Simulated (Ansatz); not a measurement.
# Al: a tetragonal deformation path

An exercise on one series of results from a longer session: the logs are not shown, and one member is left open.

Program: Ansatz 0.2.0. Level of theory: DFT PBE, scalar-relativistic, plane waves, PAW. These are calculated values, not measurements.

### Starting point

The structure is cubic, space group Fm-3m (No. 225). The conventional cell has a = 4.048 Å, b = 4.048 Å, c = 4.048 Å, α = 90.00°, β = 90.00°, γ = 90.00°. Al (site symmetry m-3m) is surrounded by 12 Al at 2.86 Å.

Coordinates:

```cif
data_structure
_symmetry_space_group_name_H-M 'Fm-3m'
_symmetry_Int_Tables_number 225
_cell_length_a 4.0480
_cell_length_b 4.0480
_cell_length_c 4.0480
_cell_angle_alpha 90.000
_cell_angle_beta 90.000
_cell_angle_gamma 90.000
_cell_volume 66.33
loop_
_atom_site_label
_atom_site_type_symbol
_atom_site_symmetry_multiplicity
_atom_site_Wyckoff_symbol
_atom_site_fract_x
_atom_site_fract_y
_atom_site_fract_z
_atom_site_occupancy
Al1 Al 4 a 0.00000 0.00000 0.00000 1
```

The cell is taken as given, not relaxed at this level.

### The reference cell

Reference values: F = -537.5060 eV; pressure -0.39 GPa; largest force 0.000 eV/Å; gap on the mesh none (metal). It was computed beforehand with the settings of the runs below.

The first run:

At fixed volume and fractional coordinates, lengths along (0.000, 0.000, 1.000) are scaled against those across it; ρ is that ratio over its starting value.

Contents of input.yaml:

```yaml
crystal:
  lattice:
    - [0.0, 2.271955106, 1.6062722599]
    - [2.271955106, 0.0, 1.6062722599]
    - [2.271955106, 2.271955106, 0.0]
  atoms:
    - { symbol: Al, position: [0.0, 0.0, 0.0] }
basis:
  ecutwfc: 420
kpoints:
  mp_grid: { grid: [22, 22, 22] }
hamiltonian:
  xc: pbe
scf:
  occupations: { method: gaussian, width: 0.15 }
output:
  forces: true
  stress: true
  eigenvalues: true
  write_density: true
  write_potential: true
  elf: true
  volumetric_format: npy
```

On the command line:

```bash
$ ansatz run input.yaml --threads 1 --pin off --max-ram 2560MiB --backend cpu --events-out ev --progress --plain --runs-dir out
```

Among the steps run: Point ρ = 0.707; Point ρ = 1.414; At ρ = 0.850; At ρ = 1.200; ρ = 0.780; At ρ = 1.300; At ρ = 0.920; Point ρ = 1.100; At ρ = 0.650; ρ = 1.500; ρ = 0.960; ρ = 1.050.

One table of the session follows, with a row left open; its other results are not shown here.

It belongs to the step «The scan collected». Collected from the runs (energy zero: the undisturbed cell):

```
    ρ  ΔE (meV/atom)  pressure (GPa)
0.650           90.9             1.4
0.707           97.4             1.5
0.780           84.4             1.3
0.850              ?               ?
0.920           13.7             0.0
0.960            3.6            -0.3
1.000            0.0            -0.4
1.050            5.5            -0.2
1.100           18.1             0.2
1.200           70.4             2.2
1.300          157.0             5.0
1.414          297.1             9.1
1.500          426.5            12.4
```

**Question.** Estimate the row for ρ = 0.850.

Worked estimate for «ΔE (meV/atom)». A straight line through the neighbours (0.780, 84.4) and (0.920, 13.7) gives 84.4 + (13.7 − 84.4) × (0.850 − 0.780) / (0.920 − 0.780) = 49.1; a parabola fitted to 4 rows on both sides gives 53.8.

As computed: ΔE (meV/atom): 45.7; pressure (GPa): 0.8. In «ΔE (meV/atom)» the line misses by +3.4 and the parabola by +8.1.
